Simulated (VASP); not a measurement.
# Ta (Im-3m) in VASP: density of states with PBE

Aim: the density of states of Ta with PBE.

All numbers are computed with VASP 6.6.1; they aren't measurements. Logs are shortened: lines on timing, memory, paths and dates and some standing lists are left out, and cuts for length are marked.

### Step 1. Starting point

The structure is cubic, space group Im-3m (No. 229). Conventional cell: a = 3.319 Å, b = 3.319 Å, c = 3.319 Å, α = 90.00°, β = 90.00°, γ = 90.00°. Ta (site symmetry m-3m) is surrounded by 8 Ta at 2.87 Å.

### Step 2. Density of states, PBE

POSCAR

```
Ta                                      
1.0
   -1.6596479812      1.6596479812      1.6596479812
    1.6596479812     -1.6596479812      1.6596479812
    1.6596479812      1.6596479812     -1.6596479812
  Ta            
     1
Direct
     0.0000000000000000    0.0000000000000000    0.0000000000000000
```

INCAR.step1

```
SYSTEM = Ta
PREC     = Accurate       ! precision mode
ENCUT    = 520            ! plane-wave cutoff, eV
EDIFF    = 1E-7           ! SCF threshold, eV
ISMEAR   = 0              ! smearing method
SIGMA    = 0.1            ! smearing width, eV
LREAL    = .False.        ! projectors in reciprocal space
LASPH    = .True.         ! aspherical terms in the spheres
NELM     = 100            ! most SCF steps
ALGO     = Fast           ! electronic algorithm
ISIF     = 2              ! what is computed and relaxed
LWAVE    = .False.        ! write WAVECAR
LCHARG   = .True.         ! write CHGCAR
LMAXMIX  = 4              ! l up to which the mixer works
GGA      = PE             ! functional
```

KPOINTS.step1

```
Automatic mesh
0
Gamma
  18 18 18
  0 0 0
```

INCAR.step2

```
SYSTEM = Ta
PREC     = Accurate       ! precision mode
ENCUT    = 520            ! plane-wave cutoff, eV
EDIFF    = 1E-7           ! SCF threshold, eV
ISMEAR   = -5             ! smearing method
SIGMA    = 0.1            ! smearing width, eV
LREAL    = .False.        ! projectors in reciprocal space
LASPH    = .True.         ! aspherical terms in the spheres
NELM     = 100            ! most SCF steps
ALGO     = Fast           ! electronic algorithm
ISIF     = 2              ! what is computed and relaxed
LWAVE    = .False.        ! write WAVECAR
LCHARG   = .False.        ! write CHGCAR
LMAXMIX  = 4              ! l up to which the mixer works
GGA      = PE             ! functional
LORBIT   = 10             ! projections on sites
NEDOS    = 2001           ! points of the DOS
ICHARG   = 11             ! starting density
```

KPOINTS.step2

```
Automatic mesh
0
Gamma
  27 27 27
  0 0 0
```

Potentials or basis: VASP PAW PBE potentials, release 64 (Ta_pv).

Launch:

```sh
$ cat potpaw_PBE.64/Ta_pv/POTCAR > POTCAR
$ cp INCAR.step1 INCAR
$ cp KPOINTS.step1 KPOINTS
$ mpirun -np 1 vasp_std > vasp.out
$ cp INCAR.step2 INCAR
$ cp KPOINTS.step2 KPOINTS
$ mpirun -np 1 vasp_std > vasp.out
```

OUTCAR:

```text
SYSTEM = Ta
   PREC = Accurate
   ENCUT = 520
   EDIFF = 1E-7
   ISMEAR = -5
   LREAL = .False.
   LASPH = .True.
   NELM = 100
   ISIF = 2
   GGA = PE
   LORBIT = 10
   ICHARG = 11

 ion  position               nearest neighbor table
   1  0.000  0.000  0.000-

  LATTYP: Found a body centered cubic cell.
 ALAT       =     3.3192959624

  Lattice vectors:

 A1 = (  -1.6596479812,   1.6596479812,   1.6596479812)
 A2 = (   1.6596479812,  -1.6596479812,   1.6596479812)
 A3 = (   1.6596479812,   1.6596479812,  -1.6596479812)

Analysis of symmetry for initial positions (statically):
=====================================================================
 Subroutine PRICEL returns:
 Original cell was already a primitive cell.

 Routine SETGRP: Setting up the symmetry group for a
 body centered cubic supercell.

 Subroutine GETGRP returns: Found 48 space group operations
 (whereof 48 operations were pure point group operations)
 out of a pool of 48 trial point group operations.

The static configuration has the point symmetry O_h .

Analysis of symmetry for dynamics (positions and initial velocities):
=====================================================================
 Subroutine PRICEL returns:
 Original cell was already a primitive cell.

 Routine SETGRP: Setting up the symmetry group for a
 body centered cubic supercell.

 Subroutine GETGRP returns: Found 48 space group operations
 (whereof 48 operations were pure point group operations)
 out of a pool of 48 trial point group operations.

The dynamic configuration has the point symmetry O_h .

 Subroutine INISYM returns: Found 48 space group operations
 (whereof 48 operations are pure point group operations),
 and found     1 'primitive' translations

----------------------------------------------------------------------------------------

                                     Primitive cell

  volume of cell :      18.2855

  direct lattice vectors                    reciprocal lattice vectors
    -1.659647981  1.659647981  1.659647981     0.000000000  0.301268706  0.301268706
     1.659647981 -1.659647981  1.659647981     0.301268706  0.000000000  0.301268706
     1.659647981  1.659647981 -1.659647981     0.301268706  0.301268706  0.000000000

  length of vectors
     2.874594626  2.874594626  2.874594626     0.426058290  0.426058290  0.426058290

  position of ions in fractional coordinates (direct lattice)
     0.000000000  0.000000000  0.000000000

  ion indices of the primitive-cell ions
   primitive index   ion index
                 1           1

----------------------------------------------------------------------------------------

 KPOINTS: Automatic mesh

Automatic generation of k-mesh.
 Grid dimensions read from file:
 generate k-points for:   27   27   27

 Generating k-lattice:

  Cartesian coordinates                     Fractional coordinates (reciprocal lattice)
     0.000000000  0.011158100  0.011158100     0.037037037  0.000000000  0.000000000
     0.011158100  0.000000000  0.011158100     0.000000000  0.037037037  0.000000000
     0.011158100  0.011158100  0.000000000     0.000000000  0.000000000  0.037037037

  Length of vectors
     0.015779937  0.015779937  0.015779937

  Shift w.r.t. Gamma in fractional coordinates (k-lattice)
     0.000000000  0.000000000  0.000000000

 TETIRR: Found  23679 inequivalent tetrahedra from   118098

 Subroutine IBZKPT returns following result:
 ===========================================

 Found    560 irreducible k-points:

 Following reciprocal coordinates:
            Coordinates               Weight
  0.000000  0.000000  0.000000      1.000000
  0.037037  0.000000  0.000000     12.000000
  0.074074  0.000000  0.000000     12.000000
  0.111111  0.000000  0.000000     12.000000
  0.148148  0.000000  0.000000     12.000000
  0.185185  0.000000  0.000000     12.000000
[... 16 lines left out ...]
  0.333333  0.037037  0.000000     48.000000
  0.370370  0.037037  0.000000     48.000000
 [... further k-points ...]
   k-points           NKPTS =    560   k-points in BZ     NKDIM =    560   number of bands    NBANDS=      9
   number of dos      NEDOS =   2001   number of ions     NIONS =      1
   total plane-waves  NPLWV =  13824
   dimension x,y,z NGX =    24 NGY =   24 NGZ =   24
   dimension x,y,z NGXF=    48 NGYF=   48 NGZF=   48
   ions per type =               1
   NGX,Y,Z   is equivalent  to a cutoff of  13.88, 13.88, 13.88 a.u.
   NGXF,Y,Z  is equivalent  to a cutoff of  27.76, 27.76, 27.76 a.u.
 SYSTEM =  Ta
   PREC   = accura    normal or accurate (medium, high low for compatibility)
   ISTART =      0    job   : 0-new  1-cont  2-samecut
   ICHARG =     11    charge: 1-file 2-atom 10-const
   ISPIN  =      1    spin polarized calculation?
   LNONCOLLINEAR =      F non collinear calculations
   LSORBIT =      F    spin-orbit coupling
   LASPH  =      T    aspherical Exc in radial PAW
   ENCUT  =  520.0 eV  38.22 Ry    6.18 a.u.   5.34  5.34  5.34*2*pi/ulx,y,z
   NELM   =    100;   NELMIN=  2; NELMDL=  0     # of ELM steps
   EDIFF  = 0.1E-06   stopping-criterion for ELM
   LREAL  =      F    real-space projection
   EDIFFG = 0.1E-05   stopping-criterion for IOM
   NSW    =      0    number of steps for IOM
   IBRION =     -1    ionic relax: 0-MD 1-quasi-New 2-CG
   NFREE  =      0    steps in history (QN), initial steepest desc. (CG)
   ISIF   =      2    stress and relaxation
   ISYM   =      2    0-nonsym 1-usesym 2-fastsym
   POTIM  = 0.5000    time-step for ionic-motion
   TEBEG  =    0.0;   TEEND  =   0.0 temperature during run
   PSTRESS=    0.0 pullay stress
   NELECT =      11.0000    total number of electrons
   NUPDOWN=      -1.0000    fix difference up-down
   EMIN   =  10.00;   EMAX   =-10.00  energy-range for DOS
   EFERMI =   0.00;   METHOD = LEGACY
   ISMEAR =    -5;   SIGMA  =   0.10  broadening in eV -4-tet -1-fermi 0-gaus
   EFERMI_NEDOS =   21; number of points for ismear=-14 and -15
   IALGO  =     68    algorithm
   IMIX   =      4    mixing-type and parameters
     AMIX     =   0.40;   BMIX     =  1.00
     AMIX_MAG =   1.60;   BMIX_MAG =  1.00
  volume/ion in A,a.u.               =      18.29       123.40
  Fermi-wavevector in a.u.,A,eV,Ry     =   1.381984  2.611571 25.985500  1.909880
  Thomas-Fermi vector in A             =   2.506718
   LORBIT       =     10    0 simple, 1 ext, 2 COOP (PROOUT), +10 PAW based schemes
   GGA     = PE    functional components
   LHFCALC =     F    Hartree Fock is set to
   AEXX    =    0.0000 exact exchange contribution
   IVDW    =     0    specifies the selected vdW correction
   LEPSILON=     F    determine dielectric tensor
   LRPA    =     F    only Hartree local field effects (RPA)
 non-spin polarized calculation
 RMM-DIIS sequential band-by-band and
 Fermi weights with tetrahedron method with Bloechl corrections
  energy-cutoff  :      520.00
  volume of cell :       18.29
 maximum number of plane-waves:       531
 NGX is ok and might be reduce to    24

 number of electron      11.0000001 magnetization

 Free energy of the ion-electron system (eV)
  ---------------------------------------------------
  ext. energy  EPLUGINS =         0.00000000
  ---------------------------------------------------
  free energy    TOTEN  =       -11.81257287 eV

  energy without entropy =      -11.81257287  energy(sigma->0) =      -11.81257287

 E-fermi :   5.3523     XC(G=0): -12.5409

 val. band max:        5.3541618111   @ k =   0.1111   0.1111   0.0000
 cond. band min:       5.3466470687   @ k =   0.0741   0.0741   0.0741
 fundamental gap:     -0.0075147423
 Fermi energy:         5.3522930158

 k-point     1 :       0.0000    0.0000    0.0000
  band No.  band energies     occupation
      1     -27.7659      2.00000
      2     -27.7659      2.00000
      3     -27.7659      2.00000
      4      -2.4935      2.00000
      5       6.0995      0.00000
      6       6.0995      0.00000
      7       6.0995      0.00000
      8       9.3192      0.00000
      9       9.3192      0.00000

 k-point     2 :       0.0370    0.0000    0.0000
  band No.  band energies     occupation
      1     -27.7822      2.00000
      2     -27.7709      2.00000
      3     -27.7659      2.00000
      4      -2.4329      2.00000
      5       6.0597      0.00000
      6       6.0892      0.00000
      7       6.1586      0.00000
      8       9.2515      0.00000
      9       9.3192      0.00000

 k-point     3 :       0.0741    0.0000    0.0000
  band No.  band energies     occupation
      1     -27.8303      2.00000
      2     -27.7858      2.00000
      3     -27.7662      2.00000
      4      -2.2535      2.00000
      5       5.9446      0.00000
      6       6.0515      0.00000
      7       6.3349      0.00000
      8       9.0774      0.00000
      9       9.3205      0.00000

 k-point     4 :       0.1111    0.0000    0.0000
  band No.  band energies     occupation
      1     -27.9066      2.00000
      2     -27.8095      2.00000
      3     -27.7666      2.00000
      4      -1.9636      2.00000
      5       5.7668      0.00000
      6       5.9694      0.00000
      7       6.6261      0.00000
      8       8.8684      0.00000
      9       9.3275      0.00000
[... 205 lines left out ...]
 k-point    22 :       0.2963    0.0370    0.0000
  band No.  band energies     occupation
      1     -28.5647      2.00000
      2     -28.0229      2.00000
      3     -27.7765      2.00000
      4       0.5757      2.00000
      5       4.4312      2.00000
      6       5.2115      2.02554
      7       8.9385      0.00000
      8       9.7530      0.00000
      9      10.0518      0.00000

 k-point    23 :       0.3333    0.0370    0.0000
  band No.  band energies     occupation
      1     -28.6704      2.00000
      2     -28.0596      2.00000
      3     -27.7773      2.00000
      4       0.8565      2.00000
      5       4.2387      2.00000
      6       5.4347      0.41998
      7       9.0960      0.00000
      8       9.8752      0.00000
      9      10.8639      0.00000

 k-point    24 :       0.3704    0.0370    0.0000
  band No.  band energies     occupation
      1     -28.7579      2.00000
      2     -28.0902      2.00000
      3     -27.7779      2.00000
      4       1.0114      2.00000
      5       4.0833      2.00000
      6       5.8163     -0.03451
      7       9.2037      0.00000
      8      10.0014      0.00000
      9      11.6599      0.00000

 [... further k-points ...]

------------------------ aborting loop because EDIFF is reached ----------------------------------------

  FORCE on cell =-STRESS in cart. coord.  units (eV):
  Direction    XX          YY          ZZ          XY          YZ          ZX
  --------------------------------------------------------------------------------------
  -------------------------------------------------------------------------------------
  Total       -0.0077467     -0.0077467     -0.0077467     -0.0000000      0.0000000     -0.0000000
  in kB       -0.6787630     -0.6787630     -0.6787630     -0.0000000      0.0000000     -0.0000000
  external PRESSURE =      -0.6787630 kB  Pullay stress =       0.0000000 kB

 VOLUME and BASIS-vectors are now :
 -----------------------------------------------------------------------------
  energy-cutoff  :      520.00
  volume of cell :       18.29
      direct lattice vectors                 reciprocal lattice vectors
    -1.659647981  1.659647981  1.659647981     0.000000000  0.301268706  0.301268706
     1.659647981 -1.659647981  1.659647981     0.301268706  0.000000000  0.301268706
     1.659647981  1.659647981 -1.659647981     0.301268706  0.301268706  0.000000000

 POSITION                                       TOTAL-FORCE (eV/Angst)
 -----------------------------------------------------------------------------------
      0.00000      0.00000      0.00000         0.000000      0.000000      0.000000
 -----------------------------------------------------------------------------------
    total drift:                               -0.000000      0.000000     -0.000000

  FREE ENERGIE OF THE ION-ELECTRON SYSTEM (eV)
  ---------------------------------------------------
  free  energy   TOTEN  =       -11.8125728707 eV

  energy  without entropy=      -11.8125728707  energy(sigma->0) =      -11.81257287

 total charge

# of ion       s       p       d       tot
------------------------------------------
    1        0.368   6.167   2.369   8.904
```

Wall time 72 s (1 thread of AMD EPYC 9R14 (Zen 4), shared host); peak memory 0.23 GiB.

What came out:

| Property | Result |
| --- | --- |
| Valence electrons inside the program's atomic spheres | Ta 8.90 |

Levels at points of the mesh, in eV from the Fermi level:
```
           k point  band 4  band 5  band 6  band 7  band 8  band 9
(0.00, 0.00, 0.00)   -7.85    0.75    0.75    0.75    3.97    3.97
```

States per cell in windows of 0.5 eV (zero at the Fermi level; states under -8 eV left out):
```csv
from (eV),total,Ta1_d,Ta1_p,Ta1_s
-8.0,0.01,0.00,0.00,0.00
-7.5,0.02,0.00,0.00,0.01
-7.0,0.04,0.00,0.00,0.01
-6.5,0.05,0.00,0.00,0.02
-6.0,0.07,0.00,0.00,0.02
-5.5,0.08,0.01,0.01,0.03
-5.0,0.12,0.01,0.01,0.03
-4.5,0.25,0.06,0.01,0.06
-4.0,0.35,0.11,0.02,0.06
-3.5,0.41,0.17,0.02,0.05
-3.0,0.52,0.24,0.02,0.04
-2.5,0.27,0.13,0.01,0.01
-2.0,0.27,0.15,0.01,0.00
-1.5,0.96,0.59,0.05,0.00
-1.0,0.68,0.39,0.04,0.01
-0.5,0.92,0.50,0.08,0.01
0.0,0.50,0.29,0.04,0.00
0.5,0.25,0.13,0.02,0.00
1.0,0.15,0.08,0.01,0.00
1.5,0.22,0.15,0.01,0.00
2.0,0.34,0.24,0.01,0.01
2.5,0.40,0.29,0.01,0.01
3.0,0.50,0.38,0.01,0.01
3.5,0.62,0.49,0.01,0.01
4.0,0.56,0.46,0.01,0.00
4.5,1.21,1.01,0.02,0.02
5.0,0.49,0.37,0.02,0.02
5.5,0.29,0.21,0.02,0.01
6.0,0.22,0.16,0.02,0.01
6.5,0.19,0.14,0.01,0.00
7.0,0.17,0.12,0.01,0.01
7.5,0.24,0.16,0.02,0.02
```

Caveat: tetrahedron occupations give inexact forces and stress in metals.
